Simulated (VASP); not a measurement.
Set up this calculation in VASP 6.6.1, as the native input.

| Item | Value |
| --- | --- |
| Task | band structure |
| Functional | PBE |
| Potentials or basis | VASP PAW PBE potentials, release 64 (Ca_sv, S) |
| Cutoff | 520 eV |
| k mesh | 8 × 8 × 8 |
| Occupations | gaussian, width 0.02 eV |
| Spin | non-collinear spin, zero start, spin-orbit coupling |
| Starting moments | [[0.0, 0.0, 0.0], [0.0, 0.0, 0.0]] μB |
| Further INCAR settings | ALGO = Normal; EDIFF = 1e-07; NBANDS = 28 |

The structure of CaS lies in POSCAR:

```
CaS                                     
1.0
    0.0000000000      2.8312509493      2.8312509493
    2.8312509493      0.0000000000      2.8312509493
    2.8312509493      2.8312509493      0.0000000000
  Ca              S             
     1     1
Direct
     0.0000000000000000    0.0000000000000000    0.0000000000000000
     0.5000000000000000    0.5000000000000000    0.5000000000000000
```

The cell was built by a generator and needn't be a form met in nature.

One way to write it, as run:

INCAR

```
  ALGO = Normal
  EDIFF = 1E-7
  ENCUT = 520
  GGA = PE
  GGA_COMPAT = False
  ISIF = 2
  ISMEAR = 0
  KPAR = 4
  LASPH = True
  LCHARG = False
  LORBIT = 11
  LREAL = False
  LSORBIT = True
  LWAVE = False
  MAGMOM = 0 0 0 0 0 0
  NBANDS = 28
  NELM = 80
  PREC = Accurate
  SIGMA = 0.02
```

KPOINTS

```
k-points
0
Gamma
  8 8 8
```

KPOINTS_OPT

```
path GXWKGLUWLK,UX
15
line-mode
reciprocal
 0.0000000000  0.0000000000  0.0000000000  G
 0.5000000000  0.0000000000  0.5000000000  X

 0.5000000000  0.0000000000  0.5000000000  X
 0.5000000000  0.2500000000  0.7500000000  W

 0.5000000000  0.2500000000  0.7500000000  W
 0.3750000000  0.3750000000  0.7500000000  K

 0.3750000000  0.3750000000  0.7500000000  K
 0.0000000000  0.0000000000  0.0000000000  G

 0.0000000000  0.0000000000  0.0000000000  G
 0.5000000000  0.5000000000  0.5000000000  L

 0.5000000000  0.5000000000  0.5000000000  L
 0.6250000000  0.2500000000  0.6250000000  U

 0.6250000000  0.2500000000  0.6250000000  U
 0.5000000000  0.2500000000  0.7500000000  W

 0.5000000000  0.2500000000  0.7500000000  W
 0.5000000000  0.5000000000  0.5000000000  L

 0.5000000000  0.5000000000  0.5000000000  L
 0.3750000000  0.3750000000  0.7500000000  K

 0.6250000000  0.2500000000  0.6250000000  U
 0.5000000000  0.0000000000  0.5000000000  X
```

Potentials or basis: VASP PAW PBE potentials, release 64 (Ca_sv, S).

Command:

```console
$ cat potpaw_PBE.64/Ca_sv/POTCAR potpaw_PBE.64/S/POTCAR > POTCAR
$ mpirun -np 4 vasp_ncl > vasp.out
```

It gave:

```yaml
Pressure: 1.7 GPa
Net_moment: 0.00 μB per cell
Valence_electrons_inside_the_program's_atomic_spheres: Ca 8.14; S 3.80
```

Run time: 70 s on 4 MPI ranks on Intel(R) Xeon(R) Platinum 8488C (Sapphire Rapids), on a shared host, peak memory 0.32 GiB a rank.
